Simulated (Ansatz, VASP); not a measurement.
# Cross-check of MgO (Periclase) between VASP and Ansatz

Wanted: the spread between two codes on one cell, functional and k mesh. The cell is taken from a series of VASP runs on this material, whose earlier steps may have relaxed, scaled or displaced it; both programs get it as it stands.

Program: Ansatz 0.2.0. Level of theory: plane waves, with VASP 6.6.1 beside it; relaxation of cell and atoms at PBE and relaxation of cell and atoms at r2SCAN. Results are calculated unless marked as measured.

### Step 1. Starting point

It takes space group Fm-3m (No. 225, cubic). Conventional cell: a = 4.259 Å, b = 4.259 Å, c = 4.259 Å, α = 90.00°, β = 90.00°, γ = 90.00°. Nearest to Mg lie 6 O at 2.13 Å. Nearest to O lie 6 Mg at 2.13 Å. Farther neighbours and most contacts between anions are not listed.

### Step 2. Ansatz: relaxation of cell and atoms, PBE

Ansatz runs on its default PAW (the set named soft_2) files.

The relaxed volume is the usual yardstick between codes: its relative difference is about their pressure difference at one cell divided by the bulk modulus.

The input, input.yaml:

```yaml
crystal:
  lattice:
    - [0.0, 2.1293775954, 2.1293775954]
    - [2.1293775954, 0.0, 2.1293775954]
    - [2.1293775954, 2.1293775954, 0.0]
  atoms:
    - { symbol: Mg, position: [0.0, 0.0, 0.0] }
    - { symbol: O, position: [0.5, 0.5, 0.5] }
hamiltonian:
  xc: pbe
  pseudopotentials: { kind: paw }
kpoints:
  mp_grid: { grid: [8, 8, 8] }
scf:
  occupations: { method: gaussian, width: 0.03 }
relax:
  f_tol: 0.01
  max_steps: 60
  cell: { stress_tol: 0.05 }
output:
  forces: true
  stress: true
```

The run is started by

```sh
$ ansatz run input.yaml --threads 4 --pin off --max-ram 9216MiB --backend cpu --events-out ev --progress --plain --runs-dir out
```

Numbers of over 12 decimals in the logs are rounded to 6 here.

The log of the run:

```text
Engine: ansatz 0.2.0, aarch64-unknown-linux-gnu
Pseudopotentials: kind: paw
Pseudopotential: Mg, paw, valence charge 10, recommended cutoff 420 eV (normal), Mg.paw.azcp
Pseudopotential: O, paw, valence charge 6, recommended cutoff 420 eV (normal), O.paw.azcp
Functional definition: PBE
  parameter kappa = 0.804
  parameter beta = 0.066725
  exchange = pbe_x(kappa = kappa, mu = beta*pi^2/3)
  correlation = pbe_c(beta = beta)
Crystal: 2 atoms, lattice volume = 19.310 Å³
Basis set: ecut = 420 eV, 339 PW (Γ), exchange–correlation on 48×48×48 points (8 copies of the dense FFT grid, shifted against one another)
Bands: 12, of which v1, the nominal top of the filled ones, is band 8 counted from 1 (7 counted from 0)
Symmetry: 48 space group operations
Space group: Fm-3m (ITA 225), of the structure as read, at distance tolerance 2.7e-5 Å
k-points: 29 of 512
Non-local potential: Mg, projectors of the file, l = 0: 3, l = 1: 2, l = 2: 1
Non-local potential: O, projectors of the file, l = 0: 2, l = 1: 2, l = 2: 1
PAW form: soft (Blöchl's): semilocal exchange-correlation on the pseudo side does not see the compensation charge
PAW one-centre angular grid: Mg, 110 points (default); XC on 64 Gauss nodes
PAW one-centre angular grid: O, 110 points (default); XC on 64 Gauss nodes
Initial density: superposition of atomic densities (neutral atoms: chi_scale 0, normalization atom), corrected by the library's trained network
Initial wavefunctions: pseudopotential atomic-orbital guess
Functional: x = pbe(κ = 0.804, μ = 0.219515), c = pbe(β = 0.066725)
SCF iter   1: F=—  HF=-2494.138439 eV  |F-HF|=—  |Δ(HF+E_count)|=         —  Δρ=6.30e-4  dr2=2.83e-5  ethr=1.77e-3  ⟨swp⟩=5.8  Hψ=2026  notcnv=0
preconditioner: auto → none  [insulator: Δε(μ)=4.429 eV  Ē_g=18.165 eV  σ=0.030 eV  W_gap=1.00  n_scr=8 (ndim 8)  ℏωp=23.9 eV  f_vac=0.000  D(μ)=0.00/eV (n_scr^D=0)  ε∞_Penn≈2.7]
SCF iter   2: F=—  HF=-2494.138791 eV  |F-HF|=—  |Δ(HF+E_count)|=   3.52e-4  Δρ=3.05e-4  dr2=4.89e-6  ethr=1.77e-7  ⟨swp⟩=2.7  Hψ=922  notcnv=0
SCF iter   3: F=—  HF=-2494.138817 eV  |F-HF|=—  |Δ(HF+E_count)|=   2.58e-5  Δρ=1.57e-4  dr2=8.72e-7  ethr=3.06e-8  ⟨swp⟩=2.6  Hψ=477  notcnv=0
iter 4 did not close the SCF: its close was put off for the readings that it lacked (scf_convergence_deferred on its scf_iter line)
SCF iter   4: F=-2494.138831 eV  HF=-2494.138831 eV  |F-HF|=2.54e-8  |Δ(HF+E_count)|=   1.39e-5  Δρ=2.27e-5  dr2=5.72e-8  ethr=5.45e-9  ⟨swp⟩=2.7  Hψ=548  notcnv=0
iter 5 did not close the SCF: its close was put off for the readings that it lacked (scf_convergence_deferred on its scf_iter line)
SCF iter   5: F=-2494.138831 eV  HF=-2494.138831 eV  |F-HF|=5.33e-9  |Δ(HF+E_count)|=   8.85e-9  Δρ=6.74e-6  dr2=5.78e-9  ethr=3.57e-10  ⟨swp⟩=2.3  Hψ=426  notcnv=0
SCF iter   6: F=-2494.138831 eV  HF=-2494.138831 eV  |F-HF|=1.21e-9  |Δ(HF+E_count)|=   1.59e-9  Δρ=3.10e-6  dr2=1.35e-9  ethr=3.61e-11  ⟨swp⟩=2.0  Hψ=1113  notcnv=0
SCF 1 converged in 6 iterations: F = -2494.138831 eV  dr2 = 1.35e-9
  greatest PAW one-centre occupation: 1.000 electrons in one spin orbital (limit 2), on the Mg atom at site 0 (counted from 0), in its partial waves of l = 0
relax step   1: F+E_penalty+E_count = -2494.13883063 eV  Δ(F+E_penalty+E_count) = +0.000e0 eV  max|allowed force component| = 3.484e-30 eV/Å  Δτ_max = 0.0000 Å  P = -0.512 GPa  Ω = 19.310 Å³  (6 SCF iters, dr2 threshold 1.00e-7 eV, accepted)
[...]
relax step   2: F+E_penalty+E_count = -2494.13901279 eV  Δ(F+E_penalty+E_count) = -1.822e-4 eV  max|allowed force component| = 3.229e-30 eV/Å  Δτ_max = 0.0000 Å  P = -0.279 GPa  Ω = 19.281 Å³  energy of the carried Pulay correction = +1.102e-4 eV  (6 SCF iters, dr2 threshold 2.00e-7 eV, accepted)
[...]
relax step   3: F+E_penalty+E_count = -2494.13917413 eV  Δ(F+E_penalty+E_count) = -1.613e-4 eV  max|allowed force component| = 2.284e-30 eV/Å  Δτ_max = 0.0000 Å  P = +0.001 GPa  Ω = 19.246 Å³  energy of the carried Pulay correction = +2.415e-4 eV  (6 SCF iters, dr2 threshold 1.94e-7 eV, accepted)
[...]
relax step   4: F+E_penalty+E_count = -2494.13882010 eV  Δ(F+E_penalty+E_count) = +3.540e-4 eV  max|allowed force component| = 4.076e-30 eV/Å  Δτ_max = 0.0000 Å  P = -0.025 GPa  Ω = 19.246 Å³  stress off target by 2.53e-2 GPa  SCF on the basis re-selected at this cell (its energy is not comparable with the rows above)  (8 SCF iters)
basis re-selected at this cell: Δ(F+E_penalty+E_count) = +3.540e-4 eV, ΔP = -0.026 GPa vs the last step (what re-selecting the basis moved, of the pressure what is left beyond the Pulay correction that the steps carried, after the strain that the cell walked since its last selection, with what the two solves' SCF thresholds leave and, on support functions, any second-order correction that the steps lacked; it is no m [...]
SCF converged after 8 iterations
Free energy (F): -2494.138820 eV
Harris-Foulkes:  -2494.138820 eV  (|F-HF|=0.00e0)
Internal energy: -2494.138820 eV  (E = F + TS)
E sigma→0 (E₀):  -2494.138820 eV
Fermi energy:    10.001135 eV
--- Per-component energies (eV) ---
  E_band       = -298.696549
  E_kinetic    = 255.001110
  E_local      = -1621.109341  (includes V_loc(G=0)·N_el)
  E_nonlocal   = 142.752900
  E_hartree    = 561.016365
  E_xc         = -105.021803
  E_vxc        = -134.564809  (∫ρ·V_xc dr)
  E_paw        = -450.143821  (= ΣΔE_a)
  E_vpaw       = -62.811612  (= ΣTr[D̂ρ^β])
  E_aug_tail   = 0.002471  (compensation charges beyond the density's cutoff)
  E_ewald      = -1276.636702
  E_smearing   = -0.000000  (= −TS)
  E_closure    = -0.000000  (closes the sum)
  Σ components = -2494.138820   (vs F -2494.138820, Δ=0.00e0)
--- Forces (eV/Å), atoms counted from 1 ---
  atom   1  Mg    -0.00000000     0.00000000     0.00000000
  atom   2  O      0.00000000    -0.00000000    -0.00000000
  max |Σ_I F_I| component: 7.63e-30 eV/Å
--- Stress (GPa, compression-positive) ---
       -0.025314      -0.000000      -0.000000
       -0.000000      -0.025314      -0.000000
       -0.000000      -0.000000      -0.025314
  P = ⅓ Tr σ = -0.0253 GPa (-0.253 kbar)
--- Relaxed structure (3 steps of the walk, 3 accepted, 1 SCFs on fresh bases) ---
  F+E_penalty+E_count = -2494.13882010 eV   max|allowed force component| = 4.076e-30 eV/Å   (the final SCF, on the basis selected at the relaxed cell)
  cell:  # Å, volume = 19.2465 Å³
    - [0, 2.127031, 2.127031]
    - [2.127031, 0, 2.127031]
    - [2.127031, 2.127031, 0]
  atoms:
    - { symbol: Mg, position: [0, 0, 0] }
    - { symbol: O, position: [0.5, 0.5, 0.5] }
```

It took 0.92 s on 4 threads of Arm Neoverse V2, shared host; peak memory 0.26 GiB; 2.4 s of CPU time.

### Step 3. VASP: relaxation of cell and atoms, PBE

The same cell, functional, mesh and smearing now go to VASP, with its own data sets and cutoff.

Lines of VASP's logs that name or quote its potential files are left out, and so is its time.

The input, INCAR:

```
SYSTEM = MgO
PREC = Accurate
ENCUT = 520
EDIFF = 1E-06
NELM = 100
ISMEAR = 0
SIGMA = 0.03
LREAL = .FALSE.
ALGO = Normal
GGA = PE
NBANDS = 10
LORBIT = 11
LWAVE = .FALSE.
LCHARG = .FALSE.
KPAR = 4
IBRION = 2
NSW = 50
ISIF = 3
EDIFFG = -0.006
```

The input, POSCAR:

```
MgO
1.0
    0.0000000000      2.1293775954      2.1293775954
    2.1293775954      0.0000000000      2.1293775954
    2.1293775954      2.1293775954      0.0000000000
Mg O
1 1
Direct
    0.0000000000      0.0000000000      0.0000000000
    0.5000000000      0.5000000000      0.5000000000
```

The input, KPOINTS:

```
Automatic mesh
0
Gamma
8 8 8
0 0 0
```

The projector-augmented-wave data sets are Mg and O (PBE family, release 64).

The run is started by

```sh
$ mpirun -np 4 vasp_std
```

The log of the run:

```text
[banner, memory and clock lines left out]
running    4 mpi-ranks, on    1 nodes
 distrk:  each k-point on    1 cores,    4 groups
 distr:  one band on    1 cores,    1 groups

 POSCAR found type information on POSCAR MgO
 POSCAR found :  2 types and       2 ions
 LDA part: xc-table for (Slater+PW92), standard interpolation
 POSCAR, INCAR and KPOINTS ok, starting setup
 FFT: planning ... GRIDC
 FFT: planning ... GRID_SOFT
 FFT: planning ... GRID
 WAVECAR not read
 entering main loop
       N       E                     dE             d eps       ncg     rms          rms(c)
DAV:   1     0.133999552972E+02    0.13400E+02   -0.46830E+03   652   0.712E+02
DAV:   2    -0.129421891652E+02   -0.26342E+02   -0.25528E+02   660   0.138E+02
DAV:   3    -0.134666122196E+02   -0.52442E+00   -0.52410E+00   680   0.180E+01
DAV:   4    -0.134678514852E+02   -0.12393E-02   -0.12392E-02   656   0.103E+00
DAV:   5    -0.134678556749E+02   -0.41897E-05   -0.41896E-05   654   0.579E-02    0.719E+00
DAV:   6    -0.119318648150E+02    0.15360E+01   -0.93256E+00   590   0.180E+01    0.229E+00
DAV:   7    -0.119173926777E+02    0.14472E-01   -0.58810E-02   620   0.228E+00    0.134E+00
DAV:   8    -0.119116541719E+02    0.57385E-02   -0.28842E-02   590   0.207E+00    0.222E-01
DAV:   9    -0.119113652468E+02    0.28893E-03   -0.42422E-04   642   0.158E-01    0.131E-01
DAV:  10    -0.119113789524E+02   -0.13706E-04   -0.44049E-04   618   0.170E-01    0.739E-03
DAV:  11    -0.119113806607E+02   -0.17083E-05   -0.21987E-06   656   0.127E-02    0.564E-03
DAV:  12    -0.119113806066E+02    0.54100E-07   -0.71534E-07   344   0.723E-03
   1 F= -.11911381E+02 E0= -.11911381E+02  d E =-.119114E+02
 curvature:   0.00 expect dE= 0.000E+00 dE for cont linesearch  0.000E+00
 trial: gam= 0.00000 g(F)=  0.739E-62 g(S)=  0.168E-02 ort = 0.000E+00 (trialstep = 0.100E+01)
 search vector abs. value=  0.168E-02
 bond charge predicted
       N       E                     dE             d eps       ncg     rms          rms(c)
DAV:   1    -0.119186446314E+02   -0.72640E-02   -0.13235E-01   598   0.311E+00    0.618E-01
DAV:   2    -0.119120469780E+02    0.65977E-02   -0.43220E-02   604   0.128E+00    0.627E-02
DAV:   3    -0.119119835797E+02    0.63398E-04   -0.48563E-04   596   0.218E-01    0.364E-02
DAV:   4    -0.119119550347E+02    0.28545E-04   -0.38789E-05   612   0.564E-02    0.111E-02
DAV:   5    -0.119119548551E+02    0.17966E-06   -0.63630E-06   574   0.162E-02
   2 F= -.11911955E+02 E0= -.11911955E+02  d E =-.574248E-03
 trial-energy change:   -0.000574  1 .order   -0.000568   -0.001680    0.000545
 step:   0.7584(harm=  0.7551)  dis= 0.00000  next Energy=   -11.912021 (dE=-0.640E-03)
 bond charge predicted
       N       E                     dE             d eps       ncg     rms          rms(c)
DAV:   1    -0.119124097097E+02   -0.45468E-03   -0.76938E-03   596   0.749E-01    0.149E-01
DAV:   2    -0.119120233116E+02    0.38640E-03   -0.25288E-03   604   0.311E-01    0.149E-02
DAV:   3    -0.119120209761E+02    0.23355E-05   -0.27816E-05   594   0.519E-02    0.863E-03
DAV:   4    -0.119120189126E+02    0.20635E-05   -0.22099E-06   456   0.135E-02    0.265E-03
DAV:   5    -0.119120186623E+02    0.25028E-06   -0.35835E-07   298   0.389E-03
   3 F= -.11912019E+02 E0= -.11912019E+02  d E =-.638056E-03
 curvature:  -0.38 expect dE=-0.132E-08 dE for cont linesearch -0.132E-08
 trial: gam=-0.00144 g(F)=  0.762E-62 g(S)=  0.350E-08 ort = 0.242E-05 (trialstep = 0.952E+00)
 search vector abs. value=  0.100E-09
 reached required accuracy - stopping structural energy minimisation
```

Parts of OUTCAR (step 3):

```text
ion  position               nearest neighbor table
   1  0.000  0.000  0.000-   2 2.13   2 2.13   2 2.13   2 2.13   2 2.13   2 2.13
   2  0.500  0.500  0.500-   1 2.13   1 2.13   1 2.13   1 2.13   1 2.13   1 2.13

  LATTYP: Found a face centered cubic cell.
 ALAT       =     4.2587551908

 Subroutine GETGRP returns: Found 48 space group operations
 (whereof 48 operations were pure point group operations)

The static configuration has the point symmetry O_h .

 Found     29 irreducible k-points:

   k-points           NKPTS =     29   k-points in BZ     NKDIM =     29   number of bands    NBANDS=     10

   dimension x,y,z NGX =    24 NGY =   24 NGZ =   24
   dimension x,y,z NGXF=    48 NGYF=   48 NGZF=   48

   ENCUT  =  520.0 eV  38.22 Ry    6.18 a.u.   5.60  5.60  5.60*2*pi/ulx,y,z

   NELECT =       8.0000    total number of electrons

 k-points in reciprocal lattice and weights: Automatic mesh
   0.00000000  0.00000000  0.00000000       0.002
   0.12500000  0.00000000  0.00000000       0.016
   0.25000000  0.00000000  0.00000000       0.016
   0.37500000  0.00000000  0.00000000       0.016
   0.50000000  0.00000000  0.00000000       0.008
   0.12500000  0.12500000  0.00000000       0.012
   0.25000000  0.12500000  0.00000000       0.047
   0.37500000  0.12500000  0.00000000       0.047
   0.50000000  0.12500000  0.00000000       0.047
[...]
-0.37500000  0.50000000  0.12500000       0.023
  -0.25000000  0.50000000  0.25000000       0.012

 average (electrostatic) potential at core
       1 -35.2906       2 -69.7449

 E-fermi :   3.2159

 k-point     1 :       0.0000    0.0000    0.0000
  band No.  band energies     occupation
      1     -14.1347      2.00000
      2       3.0040      2.00000
      3       3.0040      2.00000
      4       3.0040      2.00000
      5       7.4938      0.00000
      6      18.6637      0.00000
      7      18.6637      0.00000
      8      18.6637      0.00000
      9      22.5158      0.00000
    ...

 k-point     2 :       0.1250    0.0000    0.0000
  band No.  band energies     occupation
      1     -13.9785      2.00000
      2       2.0584      2.00000
      3       2.9053      2.00000
      4       2.9053      2.00000
      5       8.4112      0.00000
      6      16.9923      0.00000
      7      19.0075      0.00000
      8      19.0075      0.00000
      9      23.2522      0.00000
    ...

 k-point     3 :       0.2500    0.0000    0.0000
  band No.  band energies     occupation
      1     -13.5733      2.00000
      2       0.3913      2.00000
      3       2.6777      2.00000
      4       2.6777      2.00000
      5       9.8679      0.00000
      6      15.4211      0.00000
      7      19.4516      0.00000
      8      19.4516      0.00000
      9      22.8666      0.00000
    ...

  Total       -0.0002198     -0.0002198     -0.0002198      0.0000000      0.0000000     -0.0000000
  in kB       -0.0183888     -0.0183888     -0.0183888      0.0000000      0.0000000     -0.0000000
  external PRESSURE =      -0.0183888 kB  Pullay stress =       0.0000000 kB

  energy-cutoff  :      520.00
  volume of cell :       19.15
      direct lattice vectors                 reciprocal lattice vectors
     0.000000000  2.123442242  2.123442242    -0.235466729  0.235466729  0.235466729
     2.123442242  0.000000000  2.123442242     0.235466729 -0.235466729  0.235466729
     2.123442242  2.123442242  0.000000000     0.235466729  0.235466729 -0.235466729

 POSITION                                       TOTAL-FORCE (eV/Angst)
 -----------------------------------------------------------------------------------
      0.00000      0.00000      0.00000         0.000000      0.000000     -0.000000
      2.12344      2.12344      2.12344        -0.000000     -0.000000      0.000000
 -----------------------------------------------------------------------------------
    total drift:                               -0.000000     -0.000000      0.000000

  FREE ENERGIE OF THE ION-ELECTRON SYSTEM (eV)
  ---------------------------------------------------
  free  energy   TOTEN  =       -11.9120186623 eV

  energy  without entropy=      -11.9120186623  energy(sigma->0) =      -11.91201866

 reached required accuracy - stopping structural energy minimisation

 total charge
# of ion       s       p       d       tot
------------------------------------------
    1        0.145   0.171   0.075   0.391
    2        1.542   3.546   0.000   5.088
--------------------------------------------------
tot          1.687   3.718   0.075   5.479

[... 3 further parts left out ...]
```

The run keeps the 48 symmetry operations of its start, so it cannot find a distortion of lower symmetry.

### Step 4. Side by side

Known differences besides the potentials themselves: both relaxations stop at a tolerance, which leaves soft axes loose, and VASP keeps its plane-wave basis; the data sets hold 16 valence electrons in Ansatz (default PAW (the set named soft_2) files) and 8 in VASP; the cutoff is 420 eV in Ansatz and 520 eV in VASP; VASP leaves aspherical gradient terms in its spheres out (LASPH is not set), Ansatz keeps them; Ansatz adds a Pulay correction to the stress that steers its cell, VASP none. Total energies have different zeros and are not compared.

Both answers:

| quantity | Ansatz | VASP | difference |
| --- | --- | --- | --- |
| volume (Å³) | 19.25 | 19.15 | +0.51 % |
| edge a after relaxation, in the typed setting (Å) | 3.008 | 3.003 | +0.17 % |

The walks stopped with -0.03 GPa left in Ansatz and 0.00 GPa in VASP; each walk ends within a tolerance, so the volume difference is uncertain by about these residues over the bulk modulus, most in soft cells.

(Part 1 of 2 ends here.)

[Lines on the potential files, build, host, timing and source positions are cut from VASP's logs without a mark.]

[Logs are printed without paths, hosts, clocks, repeated set-up lines and the standing remarks that a program may print on its own settings, such as how far it seeks lower states.]

[Hosts, paths, dates, database ids (printed as entryN), source tags and the programs' standing remarks are cut or masked in the printed files.]
